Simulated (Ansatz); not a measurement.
LiF built on the rocksalt prototype was put through Ansatz (plane waves). The cell was relaxed with r2SCAN and then strained, so it isn't that functional's minimum.

The cell:
```
CELL_PARAMETERS angstrom
0.00000 1.91508 2.05535
1.91508 0.00000 2.05535
1.91508 1.91508 0.00000
ATOMIC_POSITIONS crystal
Li 0.00000 0.00000 0.00000
F 0.50000 0.50000 0.50000
```

What the program printed (shortened):
```
Functional definition: PBE
Crystal: 2 atoms, lattice volume = 15.076 Å³
Basis set: ecut = 420 eV, 299 PW (Γ)
Bands: 9, of which v1, the nominal top of the filled ones, is band 5 counted from 1 (4 counted from 0)
Symmetry: 16 space group operations
Space group: I4/mmm (ITA 139)
k-points: 30 of 216
preconditioner: auto → none  [insulator: Δε(μ)=9.711 eV  ℏωp=27.0 eV]
SCF 1 converged in 6 iterations: F = -1016.106597 eV  dr2 = 6.06e-10
Free energy (F): -1016.106597 eV
Fermi energy:    1.755205 eV
--- G₀W₀: contour deformation, 5 samples at zero and on the imaginary axis and 4 off it, 216 q-points, 62 empty bands' worth ---
    ik  band        ε_KS         Σx   Σc(E_QP)       V_xc       Z   E_QP_lin       E_QP  E_QP is
     0     4      1.6191   -32.2207     5.2052   -24.3489  0.8233    -1.0964    -1.0475  root
     0     5      1.7552   -32.2265     5.1616   -24.4467  0.8229    -0.9097    -0.8629  root
     0     6     11.4829    -8.0057    -3.4684   -13.1214  0.8889    13.1407    13.1301  root
     0     7     25.6229    -2.6299    -4.6671    -9.4018  0.8572    27.7434    27.7277  root
     1     4      1.5890   -32.1947     5.2080   -24.3104  0.8233    -1.1365    -1.0872  root
     1     5      1.6157   -32.1024     5.1779   -24.2698  0.8228    -1.0875    -1.0389  root
     1     6     12.1886    -8.1968    -3.4704   -13.4194  0.8857    13.9533    13.9409  root
     1     7     21.9078    -3.9356    -4.1762    -9.9240  0.8716    23.7467    23.7200  root
     2     4      1.4205   -31.9220     5.1949   -24.0300  0.8225    -1.3276    -1.2766  root
     2     5      1.5326   -32.1611     5.2149   -24.2552  0.8232    -1.2085    -1.1584  root
     2     6     12.9358    -6.5226    -3.5595   -11.8218  0.8890    14.6877    14.6754  root
     2     7     19.5529    -7.1609    -4.0777   -13.3663  0.8637    21.7124    21.6806  root
     3     4      1.3287   -31.8412     5.2032   -23.9210  0.8223    -1.4405    -1.3883  root
     3     5      1.5072   -32.1516     5.2192   -24.2340  0.8231    -1.2417    -1.1912  root
     3     6     12.9039    -5.1529    -3.5815   -10.3689  0.8942    14.5488    14.5384  root
     3     7     19.3706    -9.2622    -4.1622   -15.8101  0.8526    21.7994    21.7562  root
     4     4      1.2535   -31.7340     5.2095   -23.7855  0.8228    -1.5388    -1.4856  root
     4     5      1.4931   -31.8520     5.1659   -24.0081  0.8226    -1.2350    -1.1849  root
     4     6     12.6516    -8.6434    -3.4657   -13.9356  0.8829    14.4919    14.4781  root
     4     7     22.7387    -2.4928    -4.0776    -7.9348  0.8728    24.1206    24.1031  root
     7     4      0.6107   -30.6456     5.1577   -22.6327  0.8225    -2.3054    -2.2445  root
     7     5      1.3537   -31.8726     5.2031   -23.9536  0.8225    -1.4141    -1.3622  root
     7     6     13.9122    -6.6583    -3.5777   -12.0741  0.8857    15.7647    15.7503  root
     7     7     18.7888    -7.1621    -3.9606   -13.2816  0.8678    20.9763    20.9477  root
     8     4      0.9320   -31.2075     5.1947   -23.2098  0.8226    -1.9283    -1.8710  root
     8     5      1.5911   -32.1740     5.1971   -24.3111  0.8229    -1.1237    -1.0747  root
     8     6     13.0906    -8.1506    -3.5049   -13.5251  0.8826    14.9750    14.9602  root
     8     7     20.2092    -4.7063    -4.0116   -10.5821  0.8760    22.0954    22.0734  root
    13     4      1.3827   -31.8891     5.2070   -23.9646  0.8230    -1.3866    -1.3348  root
    13     5      1.3827   -31.8891     5.2070   -23.9646  0.8230    -1.3866    -1.3348  root
    13     6     12.5054    -8.7896    -3.4347   -14.0600  0.8824    14.3550    14.3411  root
    13     7     23.0463    -2.7113    -4.0871    -8.2404  0.8735    24.5056    24.4883  root
    14     4      1.1129   -31.2073     5.1474   -23.3028  0.8224    -1.6991    -1.6442  root
    14     5      1.6470   -32.3188     5.2132   -24.4397  0.8233    -1.0675    -1.0188  root
    14     6     13.2196    -8.0534    -3.5390   -13.4604  0.8830    15.1024    15.0876  root
    14     7     19.1343    -4.4062    -3.9473   -10.1754  0.8794    20.9755    20.9563  root
  […]
```

The points are ik 0 = (0, 0, 0) (Γ), ik 1 = (0, 0, 1/6), ik 2 = (0, 0, 1/3), ik 3 = (0, 0, -1/2) (L), ik 4 = (0, 1/6, 1/6), ik 7 = (0, 1/6, -1/3), ik 8 = (0, 1/6, -1/6), ik 13 = (1/6, 1/6, 0), ik 14 = (1/6, 1/6, 1/3), ik 15 = (1/6, 1/6, -1/2), ik 16 = (1/6, 1/6, -1/3), ik 18 = (1/6, 1/3, -1/2); band 5 is the last filled one.

Q: Reconstruct the input.

A:
```yaml
crystal:
  # lattice and atoms as above
kpoints:
  mp_grid: { grid: [6, 6, 6] }
hamiltonian:
  xc: pbe
scf:
  occupations: { method: fixed }
gw:
  n_empty_bands: 62
  ecut_chi: 150
  qp_bands: [v2, c2]
  qp_kpoints: band_edges
  screening: { model: contour_deformation }
```
The quasiparticle table needs the gw block. This is the file that was run; thresholds and some counts can't be read off the log exactly.

Wall time 30 s on 1 × NVIDIA H100 80GB HBM3 with 2 threads of AMD EPYC 7R13 Processor (Zen 3) (shared host), load about 0.7 per core; peak host memory 1.2 GiB.

No spin polarisation and no zero-point or thermal motion.
